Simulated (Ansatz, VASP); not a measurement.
# Two plane-wave programs on AlN

INCAR

```
  ALGO = Normal
  EDIFF = 1E-7
  ENCUT = 520
  ISIF = 2
  ISMEAR = 0
  LASPH = True
  LCHARG = False
  LREAL = False
  LWAVE = False
  NBANDS = 16
  NELM = 60
  PREC = Accurate
  SIGMA = 0.1
```

KPOINTS

```
k-points
0
Gamma
  6 6 4
```

The input POSCAR:

```
AlN
1.0
    3.1285881400      0.0000000000      0.0000000000
   -1.5642940700      2.7094368000      0.0000000000
    0.0000000000      0.0000000000      5.0169550000
Al N
2 2
Direct
    0.6666666700      0.3333333300      0.4992870000
    0.3333333300      0.6666666700      0.9992870000
    0.6666666700      0.3333333300      0.8807130000
    0.3333333300      0.6666666700      0.3807130000
```

Input for Ansatz:

```yaml
crystal:
  lattice:
    - [3.12858814, 0.0, 0.0]
    - [-1.56429407, 2.7094368, 0.0]
    - [0.0, 0.0, 5.016955]
  atoms:
    - { symbol: Al, position: [0.66666667, 0.33333333, 0.499287] }
    - { symbol: Al, position: [0.33333333, 0.66666667, 0.999287] }
    - { symbol: "N", position: [0.66666667, 0.33333333, 0.880713] }
    - { symbol: "N", position: [0.33333333, 0.66666667, 0.380713] }
basis:
  ecutwfc: 420
kpoints:
  mp_grid: { grid: [6, 6, 4] }
hamiltonian:
  xc: lda
  pseudopotentials: { kind: paw, azcp: { folder: soft_1 } }
scf:
  occupations: { method: gaussian, width: 0.1 }
output:
  forces: true
  stress: true
  eigenvalues: true
```

The cell is a database's computed one.

Alike in both runs: task single point; functional LDA; k mesh 6 × 6 × 4; occupations gaussian, width 0.1 eV; no spin polarisation.

|  | VASP | Ansatz |
| --- | --- | --- |
| version | VASP 6.6.1 | Ansatz 0.2.0 |
| potentials or method | VASP PAW LDA potentials, release 64 (Al, N) | scalar-relativistic, plane waves, PAW |
| plane-wave cutoff (eV) | 520 | 420 |
| valence electrons in the cell | 16 | 16 |

VASP gave:

```
gap on the k mesh at the Fermi level (eV)       : 4.08
least direct gap on the mesh (eV)               : 4.08
pressure (GPa)                                  : -7.4
largest component of the traceless stress (GPa) : 0.05
```

Q: Which values does Ansatz return?

A: gap on the k mesh at the Fermi level (eV): 4.07; least direct gap on the mesh (eV): 4.07; pressure (GPa): -7.9; largest component of the traceless stress (GPa): 0.07.

Ansatz warned: «pseudo_functional_mismatch».

Expect the measured gap to be larger: semilocal functionals such as LDA lack the derivative discontinuity.
